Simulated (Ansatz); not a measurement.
The system is TaSi2.

```
Ta Si
1.0
     4.78390    0.00000    0.00000
    -2.39195    4.14298    0.00000
     0.00000    0.00000    6.57000
Ta Si
3 6
Direct
  0.00000 0.50000 0.33333
  0.50000 0.50000 0.66667
  0.50000 0.00000 0.00000
  0.31794 0.15897 0.33333
  0.15897 0.84103 0.66667
  0.84103 0.68206 0.00000
  0.68206 0.84103 0.33333
  0.84103 0.15897 0.66667
  0.15897 0.31794 0.00000
```

Program: Ansatz 0.2.0. Alike in all runs: potentials or basis Ansatz PAW; no spin polarisation; cell as given; cutoff (eV) 420; smearing fermi-dirac 0.05 eV.

Task: Order these runs on this cell by their pressure, lowest first.
A. level PBEsol; k mesh 7 × 7 × 4; points for each segment of the path 10
B. level LDA; k mesh 7 × 7 × 4; points for each segment of the path 10
C. level PBEsol+U; U Ta d U = 5 eV; k mesh 5 × 5 × 3; hubbard projectors ortho-atomic (the default); double counting fll (the default)

Result: B (-5.7 GPa), A (-2.2 GPa), C (-0.6 GPa).

Caveats: the PAW data sets come from PBE, with cores solved anew for the run's functional, which leaves a small shift of forces and pressure; U without spin polarisation on a metal has little footing (some runs); the U is typed as a test and isn't derived for this compound (some runs).

Not every run made on this cell is shown here.
